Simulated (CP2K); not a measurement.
Runs of CP2K 2026.2 on CoO. It takes space group Fm-3m (No. 225, cubic). Conventional cell: a = 4.263 Å, b = 4.263 Å, c = 4.263 Å, α = 90.00°, β = 90.00°, γ = 90.00°. Around Co (site symmetry m-3m) lie 6 O at 2.13 Å. O (site symmetry m-3m) has 6 Co at 2.13 Å as nearest neighbours. 

```tsv
level	potentials or basis	smearing	EPS_DEFAULT	NGRIDS	points a segment of the path (NPOINTS)	bands added on the path	CUTOFF of the grids	pressure (GPa)	moment (μB)
LDA	GTH_POTENTIALS Co GTH-PADE-q17, O GTH-PADE-q6; TZVP-MOLOPT-PBE-GTH basis	fermi-dirac 0.05 eV	1.0E-9	4	10	6	850 Ry	(a)	3.00
PBE	POTENTIAL_UZH Co GTH-PBE-q17, O GTH-PBE-q6; TZVP-MOLOPT-PBE-GTH basis	fermi-dirac 0.01 eV	1.0E-10	4	10	2	850 Ry	-0.5	3.00
r2SCAN	POTENTIAL_UZH Co GTH-SCAN-q17, O GTH-SCAN-q6; TZVP-MOLOPT-SCAN-GTH basis	fermi-dirac 0.05 eV	1.0E-9	5	6	4	1250 Ry	-7.0	3.00
PBEsol	POTENTIAL_UZH Co GTH-PBE-q17, O GTH-PBE-q6; TZVP-MOLOPT-PBE-GTH basis	fermi-dirac 0.01 eV	1.0E-10	5	8	2	850 Ry	-9.3	3.00
```

Alike in all rows: task band structure; spin collinear, ferromagnetic start; cell as given; k mesh 11 × 11 × 11.

Task: Estimate the missing entries.

Result: (a) -18.8.

Caveats: the basis of atomic orbitals isn't converged, which shifts pressures, moduli and gaps; the total moment is fixed, so each spin has its own Fermi level; a cell with one magnetic atom can't hold antiferromagnetic order, which such compounds often take; the potentials were made for another functional, which shifts forces and pressure (some runs).
